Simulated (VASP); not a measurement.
TiTe2: single point with PBE

The system is TiTe2.

```xyz
3
Lattice="3.7908 0.0000 0.0000 -1.8954 3.2830 0.0000 0.0000 0.0000 6.5542" Properties=species:S:1:pos:R:3 pbc="T T T"
Ti    0.0000    0.0000    0.0000
Te    0.0000    2.1886    1.6898
Te    1.8954    1.0943    4.8644
```

The cell was built by a generator and needn't be a form met in nature.

```yaml
Program: VASP 6.6.1
Task: single point
Functional: PBE
Potentials_or_basis: VASP PAW PBE potentials, release 64 (Ti_sv, Te)
Cutoff: 520 eV
k_mesh: 6 × 6 × 4
Occupations: fermi-dirac, width 0.02 eV
Spin: no spin polarisation
Dipole_correction: no
Further_INCAR_settings: ALGO = Normal; EDIFF = 1e-06; NBANDS = 19
```

```json
{"Pressure": "0.7 GPa", "Largest force": "0.129 eV/Å", "Band gap on the k mesh": "none (metal or under the smearing width)"}
```

Forces on the atoms (eV/Å):
```
Ti   0.000  0.000  0.000
Te   0.000  0.000  0.129
Te   0.000  0.000 -0.129
```

Stress tensor (GPa, compression positive):
```
0.48 0.00 0.00
0.00 0.48 0.00
0.00 0.00 1.15
```

Levels at points of the mesh, in eV from the Fermi level:
| k point | band 10 | band 11 | band 12 | band 13 | band 14 | band 15 |
| --- | --- | --- | --- | --- | --- | --- |
| (0.00, 0.00, 0.00) | 0.38 | 0.38 | 0.38 | 0.47 | 1.01 | 1.01 |
| (0.50, 0.00, 0.00) | -2.39 | -1.80 | -1.13 | 0.04 | 1.12 | 1.44 |
| (0.00, 0.00, 0.50) | -1.67 | 0.37 | 0.37 | 0.74 | 0.74 | 1.02 |
| (0.50, 0.00, 0.50) | -2.03 | -1.04 | -0.69 | -0.24 | 1.12 | 1.42 |

It took 50 s on 1 thread of Intel(R) Xeon(R) Platinum 8375C CPU @ 2.90GHz (Ice Lake), with other jobs on the host, peak memory 0.2 GiB.

Caveat: this functional lacks dispersion, which binds the layers, so the pressure and a relaxed spacing across them are unreliable. The run has no spin-orbit coupling, so splittings on Te are missing.
